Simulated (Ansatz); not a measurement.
# How many bands does the GW gap of BaTiO3 (P4mm) need?

Wanted: a G0W0 gap for BaTiO3 (P4mm) that is converged in bands and cutoff, or an estimate of the limit.

Calculated with Ansatz 0.2.0; G0W0 on PBE, plane waves, PAW.

## Step 1: The structure

The structure is tetragonal, space group P4mm (No. 99). The conventional cell has a = 3.990 Å, b = 3.990 Å, c = 4.023 Å, α = 90.00°, β = 90.00°, γ = 90.00°. Nearest to Ba lie 12 O at 2.80 to 2.87 Å. Nearest to Ti lie 6 O at 1.84 to 2.18 Å. Nearest to O lie 2 Ti at 1.84 to 2.18 Å and 4 Ba at 2.82 Å. Nearest to O lie 2 Ti at 2.00 Å and 4 Ba at 2.80 to 2.87 Å. Farther neighbours and most contacts between anions are not listed.

The cell and positions come from the Crystallography Open Database and are kept as given unless a step says otherwise. Spin-orbit coupling is left out unless a step names it. The default PAW set here is soft_2. Its files were made with PBE.

## Step 2: 67 empty bands, screening to 60 eV

G0W0 replaces the xc potential by the self-energy, built once from these orbitals. Only a window of levels is corrected, while the sums run over the empty bands that the input names.

Input file input.yaml:

```yaml
crystal:
  lattice:
    - [3.99048, 0.0, 0.0]
    - [0.0, 3.99048, 0.0]
    - [0.0, 0.0, 4.02303]
  atoms:
    - { symbol: Ba, position: [0.0, 0.0, 0.0] }
    - { symbol: Ti, position: [0.5, 0.5, 0.522] }
    - { symbol: O, position: [0.5, 0.5, 0.979] }
    - { symbol: O, position: [0.5, 0.0, 0.488] }
    - { symbol: O, position: [0.0, 0.5, 0.488] }
kpoints:
  mp_grid: { grid: [4, 4, 4] }
hamiltonian:
  xc: pbe
scf:
  occupations: { method: fixed }
gw:
  n_empty_bands: 67
  ecut_chi: 60
  qp_bands: [v2, c2]
  qp_kpoints: band_edges
  screening: { model: contour_deformation }
```

On the command line:

```sh
$ ansatz run input.yaml --threads 3 --pin off --max-ram 92160MiB --backend cuda --events-out ev --progress --plain --runs-dir out --devices 1 --max-vram 13GiB
```

Numbers of over 12 decimals in the logs are rounded to 6 here.

The program printed:

```text
GPUs: using 1 of 1 available (devices: 1).
Engine: ansatz 0.2.0, x86_64-unknown-linux-gnu
Pseudopotentials: kind: paw
Pseudopotential: Ba, paw, valence charge 10, recommended cutoff 420 eV (normal), Ba.paw.azcp
Pseudopotential: Ti, paw, valence charge 12, recommended cutoff 420 eV (normal), Ti.paw.azcp
Pseudopotential: O, paw, valence charge 6, recommended cutoff 420 eV (normal), O.paw.azcp
Functional definition: PBE
  parameter kappa = 0.804
  parameter beta = 0.066725
  exchange = pbe_x(kappa = kappa, mu = beta*pi^2/3)
  correlation = pbe_c(beta = beta)
device memory: the entry about to start is reckoned to put 0.7 GiB on a device that reports 24.4 GiB free (of which the cap on the GPU budget leaves the run 13.0 GiB)
GPU FFT provider: cuFFT
GPU libraries: cuBLAS 13.8.2, cuFFT 12.4.0, cuSOLVER 12.3.4
Crystal: 5 atoms, lattice volume = 64.062 Å³
Basis set: ecut = 420 eV, 1245 PW (Γ)
Bands: 25, of which v1, the nominal top of the filled ones, is band 20 counted from 1 (19 counted from 0)
Symmetry: 8 space group operations
Space group: P4mm (ITA 99), of the structure as read, at distance tolerance 4.0e-5 Å
k-points: 18 of 64 (time reversal used)
Non-local potential: Ba, projectors of the file, l = 0: 3, l = 1: 2, l = 2: 2, l = 3: 2
Non-local potential: Ti, projectors of the file, l = 0: 3, l = 1: 2, l = 2: 3, l = 3: 1
Non-local potential: O, projectors of the file, l = 0: 2, l = 1: 2, l = 2: 1
PAW form: soft (Blöchl's): semilocal exchange-correlation on the pseudo side does not see the compensation charge
PAW one-centre angular grid: Ba, 194 points (default); XC on 64 Gauss nodes
PAW one-centre angular grid: Ti, 590 points (default); XC on 64 Gauss nodes
PAW one-centre angular grid: O, 110 points (default); XC on 64 Gauss nodes
Initial density: superposition of atomic densities (neutral atoms: chi_scale 0, normalization atom), corrected by the library's trained network
Initial wavefunctions: pseudopotential atomic-orbital guess
GPU buffer pool allocated for 19683 grid points (all kernels)
GPU transforms: local potential and band sums: pruned to the plane-wave sphere, on 27×27×27
Functional: x = pbe(κ = 0.804, μ = 0.219515), c = pbe(β = 0.066725)
SCF iter   1: F=—  HF=-10159.571982 eV  |F-HF|=—  |Δ(HF+E_count)|=         —  Δρ=1.34e-3  dr2=5.52e-4  ethr=1.77e-3  ⟨swp⟩=4.3  Hψ=1920  notcnv=0  defer=19
preconditioner: auto → Resta (q_TF=auto, 2.522 Å⁻¹)  ε∞=5.8  [insulator: Δε(μ)=1.844 eV  Ē_g=12.013 eV  n_scr=18 (ndim 8)  ℏωp=26.2 eV  f_vac=0.000  ε∞_Penn≈5.8]
SCF iter   2: F=—  HF=-10159.572304 eV  |F-HF|=—  |Δ(HF+E_count)|=   3.21e-4  Δρ=7.47e-4  dr2=1.74e-4  ethr=1.38e-6  ⟨swp⟩=2.2  Hψ=997  notcnv=0  defer=50
SCF iter   3: F=—  HF=-10159.572411 eV  |F-HF|=—  |Δ(HF+E_count)|=   1.07e-4  Δρ=3.94e-4  dr2=5.67e-5  ethr=4.36e-7  ⟨swp⟩=2.0  Hψ=645  notcnv=0  defer=50
SCF iter   4: F=—  HF=-10159.572459 eV  |F-HF|=—  |Δ(HF+E_count)|=   4.82e-5  Δρ=6.43e-5  dr2=2.95e-6  ethr=1.42e-7  ⟨swp⟩=2.7  Hψ=800  notcnv=0  defer=19
SCF iter   5: F=—  HF=-10159.572460 eV  |F-HF|=—  |Δ(HF+E_count)|=   4.56e-7  Δρ=4.07e-5  dr2=8.51e-7  ethr=7.37e-9  ⟨swp⟩=2.1  Hψ=671  notcnv=0  defer=19
SCF iter   6: F=—  HF=-10159.572460 eV  |F-HF|=—  |Δ(HF+E_count)|=   6.43e-8  Δρ=1.41e-5  dr2=1.26e-7  ethr=2.13e-9  ⟨swp⟩=2.0  Hψ=704  notcnv=0  defer=20
SCF iter   7: F=-10159.572460 eV  HF=-10159.572460 eV  |F-HF|=4.01e-9  |Δ(HF+E_count)|=   4.38e-8  Δρ=3.69e-6  dr2=9.00e-9  ethr=2.50e-10  ⟨swp⟩=8.0  Hψ=1789  notcnv=0
SCF 1 converged in 7 iterations: F = -10159.572460 eV  dr2 = 9.00e-9
  greatest PAW one-centre occupation: 0.999 electrons in one spin orbital (limit 2), on the Ti atom at site 1 (counted from 0), in its partial waves of l = 0
device memory: the entry about to start is reckoned to put 0.7 GiB on a device that reports 24.4 GiB free (of which the cap on the GPU budget leaves the run 13.0 GiB)
NSCF: frozen V_eff on 18 k-points, pencils in batches of 32, up to order 100
the band table was solved once the SCF had ended and its energy, with any forces and stress, was formed, with the checks that follow a solve (1968 applications of the Hamiltonian). They found nothing against the state; the energy, forces and stress were not computed again (output.eigenvalues in the input reference)
device memory: the entry about to start is reckoned to put 1.8 GiB on a device that reports 24.4 GiB free (of which the cap on the GPU budget leaves the run 13.0 GiB)
NSCF: frozen V_eff on 18 k-points
G₀W₀ screening: q 1/18
[... further progress lines ...]
SCF converged after 7 iterations
Free energy (F): -10159.572460 eV
Harris-Foulkes:  -10159.572460 eV  (|F-HF|=4.01e-9)
Internal energy: -10159.572460 eV  (E = F + TS)
E sigma→0 (E₀):  -10159.572460 eV
Fermi energy:    10.401152 eV
--- Per-component energies (eV) ---
  E_band       = -138.970659
  E_kinetic    = 971.278895
  E_local      = -2105.557663  (includes V_loc(G=0)·N_el)
  E_nonlocal   = 203.735414
  E_hartree    = 823.703785
  E_xc         = -491.767780
  E_vxc        = -546.540323  (∫ρ·V_xc dr)
  E_paw        = -6744.795997  (= ΣΔE_a)
  E_vpaw       = -309.301594  (= ΣTr[D̂ρ^β])
  E_aug_tail   = 0.007467  (compensation charges beyond the density's cutoff)
  E_ewald      = -2816.176581
  E_smearing   = -0.000000  (= −TS)
  E_closure    = 0.000000  (closes the sum)
  Σ components = -10159.572460   (vs F -10159.572460, Δ=0.00e0)
--- Band table (eV; the first three rows and the last of 18) ---
  k-point 0: bands = [... 16 lower, 9.2045, 9.9824, 10.0558, 10.0558, 12.2569, 12.6243, 12.6243, 14.5043, ... 1 higher]
  k-point 1: bands = [... 16 lower, 8.8021, 9.1070, 9.8808, 9.8808, 12.3201, 13.3860, 13.3860, 14.5019, ... 1 higher]
  k-point 2: bands = [... 16 lower, 8.4624, 8.4875, 9.7218, 9.7218, 12.3859, 14.0720, 14.0720, 14.5024, ... 1 higher]
  k-point 17: bands = [... 16 lower, 8.0166, 10.2263, 10.2263, 10.4012, 14.6387, 14.6512, 14.6512, 16.9142, ... 1 higher]
--- G₀W₀: contour deformation, 6 samples at zero and on the imaginary axis and 2 off it, 64 q-points, 67 empty bands' worth ---
  eigenvalues of the whole cell's RPA ε∞ on this k-mesh (on a slab, of 1 + 4πα/V) = 5.7207, 6.3340, 6.3340; static W/v taken at q = 0 is 0.163139
  bands read: the sum over 87 bands ends inside a degenerate multiplet in 1 slot, whose members it reads at an even weight; the widest, k=16: bands 87 to 88 (counted from 1) at 1/2 each
  gw.qp_kpoints: band_edges: 12 of 18 stored k-points solved, in 1 pass; an edge of the gap read off the rows below is read off those points alone
    valence top: of the k-points left out ik 13 came nearest to being solved in a further pass, in band 20 (counted from 1, as in the quasiparticle table): it holds the edge there only if its correction is more favourable than any solved in that band by at least 0.490 eV; those differ by 0.101 eV
    conduction bottom: of the k-points left out ik 4 came nearest to being solved in a further pass, in band 21 (counted from 1, as in the quasiparticle table): it holds the edge there only if its correction is more favourable than any solved in that band by at least 0.949 eV; those differ by 0.118 eV
  `?` marks the rows in doubt; gw_qp.tsv's column doubts and the gw_qp event give each row's grounds
    ik  band        ε_KS         Σx   Σc(E_QP)       V_xc       Z   E_QP_lin       E_QP  E_QP is
     0    19     10.0558   -25.5905     4.6149   -21.0461  0.7329    10.1263    10.1265  root
     0    20     10.0558   -25.5905     4.6149   -21.0461  0.7329    10.1263    10.1265  root
     0    21     12.2569   -12.5402    -6.0247   -20.2093  0.7423    13.9642    13.9013  root
     0    22     12.6243   -13.2576    -5.5917   -20.4864  0.7406    14.3250    14.2615  root
     1    19      9.8808   -25.6843     4.7986   -20.9172  0.7308     9.9122     9.9122  root
     1    20      9.8808   -25.6843     4.7986   -20.9172  0.7308     9.9122     9.9122  root
     1    21     12.3201   -12.6672    -6.1153   -20.4521  0.7398    14.0568    13.9897  root
     1    22     13.3860   -14.1315    -5.9484   -21.7920  0.7224    15.1833    15.0982  root
     2    19      9.7218   -25.7490     4.9373   -20.8096  0.7293     9.7196     9.7196  root
     2    20      9.7218   -25.7490     4.9373   -20.8096  0.7293     9.7196     9.7196  root
     2    21     12.3859   -12.8077    -6.2140   -20.7176  0.7370    14.1541    14.0818  root
     2    22     14.0720   -14.7309    -6.5208   -23.0247  0.7017    15.9616    15.8450  root ?
     3    19      9.6195   -25.1468     4.3982   -20.8148  0.7312     9.6856     9.6857  root
     3    20      9.7597   -25.8114     4.7833   -21.0749  0.7303     9.8064     9.8065  root
     3    21     12.6691   -13.3151    -5.7147   -20.6926  0.7384    14.3981    14.3318  root
     3    22     13.2008   -14.0373    -6.0097   -21.7242  0.7213    14.9583    14.8780  root
     6    19      9.3038   -25.4050     4.6346   -20.7792  0.7294     9.3126     9.3126  root
     6    20      9.4649   -25.8933     4.9376   -20.9637  0.7272     9.4728     9.4728  root
     6    21     12.7286   -13.3810    -5.8814   -20.9589  0.7355    14.4971    14.4251  root
     6    22     13.9614   -14.6777    -6.5374   -22.9345  0.6992    15.7921    15.6809  root ?
     8    19      9.5289   -25.2111     5.0322   -20.0947  0.7207     9.4446     9.4448  root
     8    20     10.1779   -25.7096     5.0779   -20.6254  0.7263    10.1716    10.1716  root
     8    21     14.0010   -14.6969    -6.6507   -23.0768  0.6970    15.8451    15.7302  root ?
     8    22     14.0963   -14.7060    -6.6223   -23.1084  0.7003    15.9956    15.8764  root ?
     9    19      9.4985   -25.4779     4.8076   -20.6655  0.7293     9.4936     9.4936  root
     9    20      9.9119   -25.4388     4.9727   -20.4562  0.7240     9.9020     9.9020  root
     9    21     13.1507   -13.7235    -6.0791   -21.5276  0.7283    14.9572    14.8758  root
     9    22     13.3760   -14.3013    -6.0049   -22.0315  0.7207    15.1886    15.1013  root
[...]
12    22     14.0404   -14.7005    -6.5585   -23.0146  0.7008    15.9102    15.7960  root ?
    14    19      9.8843   -25.2588     5.0884   -20.1273  0.7210     9.8413     9.8414  root
    14    20     10.2023   -25.7680     5.0804   -20.6912  0.7265    10.2060    10.2060  root
    14    21     14.2898   -14.6249    -6.8928   -23.2448  0.6912    16.1416    16.0170  root ?
    14    22     14.3103   -14.7175    -6.7745   -23.2686  0.6956    16.2115    16.0870  root ?
    15    19      9.3428   -25.2163     4.9595   -20.1479  0.7265     9.2336     9.2339  root
    15    20     10.3534   -25.7673     5.1155   -20.6660  0.7244    10.3676    10.3676  root
    15    21     14.0618   -14.7743    -6.5466   -23.0808  0.7004    15.9372    15.8217  root ?
    15    22     14.0618   -14.7743    -6.5466   -23.0808  0.7004    15.9372    15.8217  root ?
    16    19      9.6967   -25.2101     5.0367   -20.1070  0.7243     9.6302     9.6303  root
    16    20     10.3769   -25.8262     5.1167   -20.7336  0.7246    10.4010    10.4010  root
    16    21     14.3347   -14.7481    -6.7669   -23.2771  0.6938    16.2207    16.0968  root ?
    16    22     14.3347   -14.7481    -6.7669   -23.2771  0.6938    16.2207    16.0968  root ?
    17    19     10.2263   -25.8266     5.0828   -20.7575  0.7266    10.2399    10.2399  root
    17    20     10.4012   -25.8870     5.1186   -20.8018  0.7248    10.4345    10.4345  root
    17    21     14.6387   -14.6074    -7.2941   -23.6292  0.6782    16.5040    16.3665  root ?
    17    22     14.6512   -14.7347    -7.1282   -23.6315  0.6841    16.5624    16.4198  root ?
```

Wall time 20 s (1 × NVIDIA H100 80GB HBM3 (shared by 6 runs) with 3 threads of AMD EPYC 7R13 (Zen 3), shared host); peak memory 1.1 GiB; 22 s of CPU time.

Numbers from this step:

| Property | Result |
| --- | --- |
| bands summed | 87 |
| RPA ε∞ on this mesh (eigenvalues) | 5.721, 6.334, 6.334 |
| plane waves in the screening matrix | 81 |
| q-points in the mesh | 64 |
| G0W0 gap on the mesh | 3.467 eV |
| k of the valence top | -0.5, -0.5, -0.5 |
| k of the conduction bottom | 0, 0, 0 |
| starting gap on the mesh | 1.856 eV |
| Z at the valence top | 0.7248 |
| Z at the conduction bottom | 0.7423 |
| least direct G0W0 gap on the computed points | 3.775 eV |

The gap on the mesh goes from 1.86 eV to 3.47 eV, a correction of +1.61 eV. Between the two edge states, bare exchange in place of the xc potential would open the gap by 12.75 eV, and correlation takes back 11.14 eV.

## Step 3: 191 empty bands, screening to 120 eV

Another rung: the empty bands reach about as high as the screening cutoff, so the two stay in balance.

input.yaml: that of step 2 with these lines changed.

```diff
@@ -18,4 +18,4 @@
 gw:
-  n_empty_bands: 67
-  ecut_chi: 60
+  n_empty_bands: 191
+  ecut_chi: 120
   qp_bands: [v2, c2]
```

The program printed:

```text
GPUs: using 1 of 1 available (devices: 1).
[...]
GPU FFT provider: cuFFT
GPU libraries: cuBLAS 13.8.2, cuFFT 12.4.0, cuSOLVER 12.3.4
Crystal: 5 atoms, lattice volume = 64.062 Å³
Basis set: ecut = 420 eV, 1245 PW (Γ)
Bands: 25, of which v1, the nominal top of the filled ones, is band 20 counted from 1 (19 counted from 0)
Symmetry: 8 space group operations
[...]
k-points: 18 of 64 (time reversal used)
[...]
GPU buffer pool allocated for 19683 grid points (all kernels)
[...]
SCF iter   1: F=—  HF=-10159.571982 eV  |F-HF|=—  |Δ(HF+E_count)|=         —  Δρ=1.34e-3  dr2=5.52e-4  ethr=1.77e-3  ⟨swp⟩=4.3  Hψ=1920  notcnv=0  defer=19
[...]
SCF iter   7: F=-10159.572460 eV  HF=-10159.572460 eV  |F-HF|=4.01e-9  |Δ(HF+E_count)|=   4.38e-8  Δρ=3.69e-6  dr2=9.00e-9  ethr=2.50e-10  ⟨swp⟩=8.0  Hψ=1789  notcnv=0
SCF 1 converged in 7 iterations: F = -10159.572460 eV  dr2 = 9.00e-9
[...]
NSCF: frozen V_eff on 18 k-points, pencils in batches of 32, up to order 100
[...]
NSCF: frozen V_eff on 18 k-points
G₀W₀ screening: q 1/18
[... further progress lines ...]
SCF converged after 7 iterations
Free energy (F): -10159.572460 eV
[...]
Internal energy: -10159.572460 eV  (E = F + TS)
E sigma→0 (E₀):  -10159.572460 eV
Fermi energy:    10.401152 eV
[...]
--- Band table (eV; the first three rows and the last of 18) ---
  k-point 0: bands = [... 16 lower, 9.2045, 9.9824, 10.0558, 10.0558, 12.2569, 12.6243, 12.6243, 14.5043, ... 1 higher]
  k-point 1: bands = [... 16 lower, 8.8021, 9.1070, 9.8808, 9.8808, 12.3201, 13.3860, 13.3860, 14.5019, ... 1 higher]
  k-point 2: bands = [... 16 lower, 8.4624, 8.4875, 9.7218, 9.7218, 12.3859, 14.0720, 14.0720, 14.5024, ... 1 higher]
  k-point 17: bands = [... 16 lower, 8.0166, 10.2263, 10.2263, 10.4012, 14.6387, 14.6512, 14.6512, 16.9142, ... 1 higher]
[...]
0    19     10.0558   -25.5905     4.2863   -21.0461  0.7255     9.7965     9.7977  root
     0    20     10.0558   -25.5905     4.2863   -21.0461  0.7255     9.7965     9.7977  root
     0    21     12.2569   -12.5402    -6.4625   -20.2093  0.7369    13.4935    13.4635  root
     0    22     12.6243   -13.2576    -6.0170   -20.4864  0.7350    13.8665    13.8362  root
     1    19      9.8808   -25.6843     4.4792   -20.9172  0.7237     9.5912     9.5929  root
     1    20      9.8808   -25.6843     4.4792   -20.9172  0.7237     9.5912     9.5929  root
     1    21     12.3201   -12.6672    -6.5554   -20.4521  0.7343    13.5814    13.5496  root
     1    22     13.3860   -14.1315    -6.3821   -21.7920  0.7160    14.7061    14.6644  root
[...]
17    19     10.2263   -25.8266     4.7833   -20.7575  0.7187     9.9388     9.9405  root
    17    20     10.4012   -25.8870     4.8214   -20.8018  0.7164    10.1359    10.1373  root
    17    21     14.6387   -14.6074    -7.7383   -23.6292  0.6705    15.9917    15.9222  root
    17    22     14.6512   -14.7347    -7.5667   -23.6315  0.6765    16.0533    15.9813  root
```

Wall time 21 s (1 × NVIDIA H100 80GB HBM3 (shared by 6 runs) with 3 threads); peak memory 1.3 GiB.

Numbers from this step:

* bands summed: 211
* RPA ε∞ on this mesh (eigenvalues): 5.654, 6.265, 6.265
* plane waves in the screening matrix: 179
* q-points in the mesh: 64
* G0W0 gap on the mesh: 3.326 eV
* k of the valence top: -0.5, -0.5, -0.5
* k of the conduction bottom: 0, 0, 0
* starting gap on the mesh: 1.856 eV
* Z at the valence top: 0.7164
* Z at the conduction bottom: 0.7369
* least direct G0W0 gap on the computed points: 3.666 eV

Against the run with 4×4×4 mesh, 67 empty bands, screening to 60 eV, the gap moves by −0.14 eV.

## Step 4: 411 empty bands, screening to 200 eV

input.yaml: that of step 3 with these lines changed.

```diff
@@ -18,4 +18,4 @@
 gw:
-  n_empty_bands: 191
-  ecut_chi: 120
+  n_empty_bands: 411
+  ecut_chi: 200.0
   qp_bands: [v2, c2]
```

The program printed:

```text
GPUs: using 1 of 1 available (devices: 1).
[...]
GPU FFT provider: cuFFT
GPU libraries: cuBLAS 13.8.2, cuFFT 12.4.0, cuSOLVER 12.3.4
Crystal: 5 atoms, lattice volume = 64.062 Å³
Basis set: ecut = 420 eV, 1245 PW (Γ)
Bands: 25, of which v1, the nominal top of the filled ones, is band 20 counted from 1 (19 counted from 0)
Symmetry: 8 space group operations
[...]
k-points: 18 of 64 (time reversal used)
[...]
1    22     13.3860   -14.1315    -6.6022   -21.7920  0.7125    14.4719    14.4444  root
[...]
17    19     10.2263   -25.8266     4.5438   -20.7575  0.7140     9.6951     9.7010  root
    17    20     10.4012   -25.8870     4.5827   -20.8018  0.7115     9.8931     9.8986  root
    17    21     14.6387   -14.6074    -7.9654   -23.6292  0.6656    15.7405    15.6951  root
    17    22     14.6512   -14.7347    -7.7972   -23.6315  0.6723    15.7975    15.7508  root
[key lines of the parts left out:]
SCF converged after 7 iterations
Free energy (F): -10159.572460 eV
Fermi energy:    10.401152 eV
```

The job ended after 36 s (1 × NVIDIA H100 80GB HBM3 (shared by 6 runs) with 3 threads; peak memory 1.8 GiB; 49 s of CPU time).

This step gave:

```
bands summed                                 : 431
RPA ε∞ on this mesh (eigenvalues)            : 5.636, 6.245, 6.245
plane waves in the screening matrix          : 437
G0W0 gap on the mesh                         : 3.374 eV
k of the valence top                         : -0.5, -0.5, -0.5
k of the conduction bottom                   : 0, 0, 0
starting gap on the mesh                     : 1.856 eV
least direct G0W0 gap on the computed points : 3.723 eV
```

Against the run with 4×4×4 mesh, 191 empty bands, screening to 120 eV, the gap moves by +0.05 eV.

(Continued in part 2 of 2.)

[Paths, hosts, dates, memory and timing lines, banners, echoed tables and standing remarks are left out of the program output.]

[Logs are printed without paths, hosts, clocks, repeated set-up lines and the standing remarks that a program may print on its own settings, such as how far it seeks lower states.]

[Runs of the session that timed out or met a known fault of the program may be left out.]

[Cells called generated may have been cut or substituted from an entry of the Crystallography Open Database or the Materials Project.]

[Hosts, paths, dates, database ids (printed as entryN), source tags and the programs' standing remarks are cut or masked in the printed files.]
